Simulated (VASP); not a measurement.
A run of VASP 6.6.1 is set up as follows.

INCAR

```
  PREC = Accurate
  ENCUT = 520
  EDIFF = 1E-6
  ISMEAR = 0
  SIGMA = 0.03
  LREAL = F
  LASPH = T
  NELM = 80
  ALGO = Fast
  ISIF = 2
  LWAVE = F
  LCHARG = F
  KPAR = 2
```

File KPOINTS:

```
regular mesh
0
Gamma
  4 8 6
```

Contents of POSCAR:

```
SnS                                     
1.0
   11.1022381053      0.0000000000      0.0000000000
    0.0000000000      3.9856084138     -0.0000000000
    0.0000000000      0.0000000000      4.2298611247
  Sn              S             
     4     4
Direct
     0.1185162781974909    0.2500000000000000    0.1099914101621251
     0.3814837218025092    0.7500000000000000    0.6099914101621250
     0.6185162781974910    0.2500000000000000    0.3900085898378749
     0.8814837218025090    0.7500000000000000    0.8900085898378750
     0.8532534565978834    0.2500000000000000    0.4743738979948287
     0.6467465434021166    0.7500000000000000    0.9743738979948288
     0.3532534565978835    0.2500000000000000    0.0256261020051713
     0.1467465434021167    0.7500000000000000    0.5256261020051712
```

File KPOINTS_OPT:

```
explicit points
198
Reciprocal
 0.0000000000  0.0000000000  0.0000000000 1
 0.0000000000  0.0555555556  0.0000000000 1
 0.0000000000  0.1111111111  0.0000000000 1
 0.0000000000  0.1666666667  0.0000000000 1
 0.0000000000  0.2222222222  0.0000000000 1
 0.0000000000  0.2777777778  0.0000000000 1
[... 190 lines left out ...]
 0.0000000000  0.5000000000  0.0241422100 1
 0.0000000000  0.5000000000 -0.0241422100 1
```

Potentials or basis: VASP PAW LDA potentials, release 64 (Sn_d, S).

The run is started by

```bash
$ cat potpaw_LDA.64/Sn_d/POTCAR potpaw_LDA.64/S/POTCAR > POTCAR
$ mpirun -np 2 vasp_std > vasp.out
```

Task: What does it give for the largest force?

Result: 0.093 eV/Å.

Task: What does it give for the band gap on the k mesh?

Result: 0.73 eV, indirect (least direct gap 1.07 eV).

Task: What does it give for the band gap along the path?

Result: 0.61 eV, indirect (least direct gap 0.77 eV).

Task: What does it give for the pressure?

Result: -1.7 GPa.

Levels at the corners of the path, in eV from the valence-band top:
| point | band 36 | band 37 | band 38 | band 39 | band 40 | band 41 | band 42 | band 43 | band 44 | band 45 |
| --- | --- | --- | --- | --- | --- | --- | --- | --- | --- | --- |
| Γ | -2.24 | -2.02 | -1.38 | -0.86 | -0.73 | 0.63 | 2.92 | 2.95 | 3.02 | 3.35 |
| X | -2.09 | -1.10 | -1.10 | -0.84 | -0.84 | 1.03 | 1.03 | 1.61 | 1.61 | 1.88 |
| X | -2.09 | -1.10 | -1.10 | -0.84 | -0.84 | 1.03 | 1.03 | 1.61 | 1.61 | 1.88 |
| S | -3.56 | -2.62 | -2.62 | -1.64 | -1.64 | 2.65 | 2.65 | 2.93 | 2.93 | 4.48 |
| S | -3.56 | -2.62 | -2.62 | -1.64 | -1.64 | 2.65 | 2.65 | 2.93 | 2.93 | 4.48 |
| Y | -1.85 | -1.01 | -1.01 | -0.18 | -0.18 | 1.32 | 1.32 | 1.76 | 1.76 | 1.79 |
| Y | -1.85 | -1.01 | -1.01 | -0.18 | -0.18 | 1.32 | 1.32 | 1.76 | 1.76 | 1.79 |
| Γ | -2.24 | -2.02 | -1.38 | -0.86 | -0.73 | 0.63 | 2.92 | 2.95 | 3.02 | 3.35 |
| Γ | -2.24 | -2.02 | -1.38 | -0.86 | -0.73 | 0.63 | 2.92 | 2.95 | 3.02 | 3.35 |
| Z | -2.47 | -2.27 | -2.27 | -0.76 | -0.76 | 2.55 | 2.55 | 2.69 | 2.69 | 3.97 |
| Z | -2.47 | -2.27 | -2.27 | -0.76 | -0.76 | 2.55 | 2.55 | 2.69 | 2.69 | 3.97 |
| U | -2.46 | -1.07 | -1.07 | -1.07 | -1.07 | 1.50 | 1.50 | 1.50 | 1.50 | 2.33 |
| U | -2.46 | -1.07 | -1.07 | -1.07 | -1.07 | 1.50 | 1.50 | 1.50 | 1.50 | 2.33 |
| R | -4.15 | -1.82 | -1.82 | -1.82 | -1.82 | 2.47 | 2.47 | 2.47 | 2.47 | 4.59 |
| R | -4.15 | -1.82 | -1.82 | -1.82 | -1.82 | 2.47 | 2.47 | 2.47 | 2.47 | 4.59 |
| T | -2.20 | -0.77 | -0.77 | -0.10 | -0.10 | 1.21 | 1.21 | 1.72 | 1.72 | 1.81 |
| T | -2.20 | -0.77 | -0.77 | -0.10 | -0.10 | 1.21 | 1.21 | 1.72 | 1.72 | 1.81 |
| Z | -2.47 | -2.27 | -2.27 | -0.76 | -0.76 | 2.55 | 2.55 | 2.69 | 2.69 | 3.97 |
| Y | -1.85 | -1.01 | -1.01 | -0.18 | -0.18 | 1.32 | 1.32 | 1.76 | 1.76 | 1.79 |
| T | -2.20 | -0.77 | -0.77 | -0.10 | -0.10 | 1.21 | 1.21 | 1.72 | 1.72 | 1.81 |
| U | -2.46 | -1.07 | -1.07 | -1.07 | -1.07 | 1.50 | 1.50 | 1.50 | 1.50 | 2.33 |
| X | -2.09 | -1.10 | -1.10 | -0.84 | -0.84 | 1.03 | 1.03 | 1.61 | 1.61 | 1.88 |
| S | -3.56 | -2.62 | -2.62 | -1.64 | -1.64 | 2.65 | 2.65 | 2.93 | 2.93 | 4.48 |
| R | -4.15 | -1.82 | -1.82 | -1.82 | -1.82 | 2.47 | 2.47 | 2.47 | 2.47 | 4.59 |

Caveat: spin-orbit coupling is left out, which moves the levels of the heavy elements; the mesh misses the band edges, which the band path finds closer together.

**Measured values to compare with.**

“Linear dichroism of the optical properties of SnS and SnSe van der Waals crystals”, 2024, arxiv:2409.17412 reports, for a bulk crystal of SnS at 20 K: band gap 1.16 eV (indirect).

Against the measured gap of SnS, 1.16 eV (indirect; 20 K; “Linear dichroism of the optical properties of SnS and SnSe van der Waals crystals”, 2024, arxiv:2409.17412), the calculated 0.61 eV is off by -0.55 eV. 2 values of this kind are on record (1.09 to 1.16 eV); this one was drawn at random. Spin-orbit coupling on Sn is left out. The value is that of LDA, without temperature or zero-point motion. Semilocal functionals fall short of measured gaps as a rule.
